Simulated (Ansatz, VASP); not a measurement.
TaN in VASP and in Ansatz

File POSCAR:

```
TaN
1.0
    2.9703168458      0.0000000000      0.0000000000
   -1.4851584229      2.5723698458      0.0000000000
    0.0000000000      0.0000000000      2.9147130000
Ta N
1 1
Direct
    0.3333333333      0.6666666667      0.5000000000
    0.0000000000      0.0000000000      0.0000000000
```

INCAR.step1

```
SYSTEM = TaN
PREC = Accurate
ENCUT = 520
ISMEAR = 0
SIGMA = 0.1
LREAL = .FALSE.
LASPH = .TRUE.
NELM = 100
NBANDS = 15
GGA = PE
ALGO = Normal
EDIFF = 1E-4
LWAVE = .TRUE.
LCHARG = .FALSE.
```

INCAR.step2

```
SYSTEM = TaN
PREC = Accurate
ENCUT = 520
EDIFF = 1E-6
ISMEAR = 0
SIGMA = 0.1
LREAL = .FALSE.
LASPH = .TRUE.
NELM = 100
ALGO = Normal
ISIF = 2
LWAVE = .FALSE.
LCHARG = .FALSE.
METAGGA = R2SCAN
LMIXTAU = .TRUE.
NBANDS = 15
ISTART = 1
```

KPOINTS

```
regular mesh
0
G
  18 18 14
  0 0 0
```

Input for Ansatz:

```yaml
crystal:
  lattice:
    - [2.9703168458, 0.0, 0.0]
    - [-1.4851584229, 2.5723698458, 0.0]
    - [0.0, 0.0, 2.914713]
  atoms:
    - { symbol: Ta, position: [0.3333333333, 0.6666666667, 0.5] }
    - { symbol: "N", position: [0.0, 0.0, 0.0] }
basis:
  ecutwfc: 500
kpoints:
  mp_grid: { grid: [18, 18, 14] }
hamiltonian:
  xc: r2scan
scf:
  occupations: { method: gaussian, width: 0.1 }
output:
  forces: true
  stress: true
  eigenvalues: true
```

Alike in both runs: task single point; functional r2SCAN; k mesh 18 × 18 × 14; occupations gaussian, width 0.1 eV; no spin polarisation.

```csv
,VASP,Ansatz
version,VASP 6.6.1,Ansatz 0.2.0
potentials or method,"VASP PAW PBE potentials, release 64 (Ta_pv, N)","scalar-relativistic, plane waves, PAW"
plane-wave cutoff (eV),520,500
valence electrons in the cell,16,18
```

|  | VASP | Ansatz | Ansatz less VASP |
| --- | --- | --- | --- |
| gap on the k mesh at the Fermi level (eV) | none | none | - |
| pressure (GPa) | -9.8 | -11.2 | -1.41 |
| largest component of the traceless stress (GPa) | 0.20 | 0.34 | +0.142 |

A gap of «none» marks a metal or a gap that the smearing closes. With one functional, cell and mesh, what is left measures potentials, basis and numerics. The two sets of potentials don't hold the same shells in valence.

Caveats: the PAW data sets were made with another functional, which shifts forces and pressure a little (VASP). The runs have no spin-orbit coupling, so splittings on Ta are missing.
